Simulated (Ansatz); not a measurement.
# ZnS: the cost of one run

Computed with Ansatz 0.2.0 (DFT r2SCAN, scalar-relativistic, plane waves, PAW, unless a step's input says otherwise).

## Step 1: The system as given

Symmetry: F-43m, No. 216, cubic system. The conventional cell has a = 5.409 Å, b = 5.409 Å, c = 5.409 Å, α = 90.00°, β = 90.00°, γ = 90.00°. Zn (site symmetry -43m) is surrounded by 4 S at 2.34 Å. S (site symmetry -43m) is surrounded by 4 Zn at 2.34 Å.

Coordinates:

```xyz
2
Lattice="0.0000 2.7046 2.7046 2.7046 0.0000 2.7046 2.7046 2.7046 0.0000" Properties=species:S:1:pos:R:3 pbc="T T T"
Zn    0.0000    0.0000    0.0000
S     4.0570    4.0570    4.0570
```

No relaxation comes first: the listed cell is the starting point.

## Step 2: The reference cell

Reference values: F = -4233.4491 eV; pressure -0.86 GPa; largest force 0.000 eV/Å; gap on the mesh 2.65 eV. It was computed beforehand with the settings of the runs below.

## Step 3: Setting up one atom moved over a plane

Atom 1 (Zn) is moved by p along (1.000, 0.000, 0.000) and q along (0.000, 1.000, 0.000) (Å), all else fixed; its images in the other cells move with it. Points alike by symmetry are run once.

## Step 4: At p = -0.600, q = -0.600

Contents of input.yaml:

```yaml
crystal:
  lattice:
    - [0.0, 2.70465, 2.70465]
    - [2.70465, 0.0, 2.70465]
    - [2.70465, 2.70465, 0.0]
  atoms:
    - { symbol: Zn, position: [0.0, 0.0, -0.2218401642] }
    - { symbol: S, position: [0.75, 0.75, 0.75] }
basis:
  ecutwfc: 500
kpoints:
  mp_grid: { grid: [8, 8, 8] }
hamiltonian:
  xc: r2scan
scf:
  occupations: { method: gaussian, width: 0.05 }
output:
  forces: true
  stress: true
  eigenvalues: true
```

What time and memory should one allow on 1 thread of an x86-64 CPU, shared host?

About 4.9 s, with a peak of 0.59 GiB.
